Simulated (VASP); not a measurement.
Input of a VASP 6.6.1 run:

The input INCAR:

```
SYSTEM = BaS
PREC     = Accurate       ! precision mode
ENCUT    = 520            ! plane-wave cutoff, eV
EDIFF    = 1E-6           ! SCF threshold, eV
ISMEAR   = 0              ! smearing method
SIGMA    = 0.05           ! smearing width, eV
LREAL    = .False.        ! projectors in reciprocal space
LASPH    = .True.         ! aspherical terms in the spheres
NELM     = 80             ! most SCF steps
ALGO     = Normal         ! electronic algorithm
ISIF     = 2              ! what is computed and relaxed
LWAVE    = .False.        ! write WAVECAR
LCHARG   = .True.         ! write CHGCAR
GGA      = PE             ! functional
LELF     = .True.         ! ELF
LVHAR    = .True.       
NBANDS   = 15             ! bands
```

KPOINTS

```
regular mesh
0
Gamma
  8 8 8
  0 0 0
```

File POSCAR:

```
BaS
1.0
    0.0000000000      3.1937500000      3.1937500000
    3.1937500000      0.0000000000      3.1937500000
    3.1937500000      3.1937500000      0.0000000000
Ba S
1 1
Direct
    0.0000000000      0.0000000000      0.0000000000
    0.5000000000      0.5000000000      0.5000000000
```

Potentials or basis: VASP PAW PBE potentials, release 64 (Ba_sv, S).

Launch:

```console
$ cat potpaw_PBE.64/Ba_sv/POTCAR potpaw_PBE.64/S/POTCAR > POTCAR
$ mpirun -np 1 vasp_std > vasp.out
```

(1) What does it give for the band gap on the k mesh?

(2) Predict the pressure.

Results:

(1) 2.11 eV, indirect (least direct gap 2.24 eV).

(2) 1.4 GPa.

Caveat: spin-orbit coupling is left out, which moves the levels of the heavy elements.

**The experiment to reproduce.**

From a printed reference work, monograph, original work of 1988, for a bulk crystal of BaS at 2 K: band gap 3.806 eV (indirect).

Measured gap of BaS: 3.806 eV (indirect; 2 K; a printed reference work, monograph, original work of 1988). This calculation gives 2.11 eV (-1.70 eV). Spin-orbit coupling on Ba is left out. The value is that of PBE on a finite k mesh, which can miss the band edges, without temperature or zero-point motion. Semilocal functionals fall short of measured gaps as a rule.
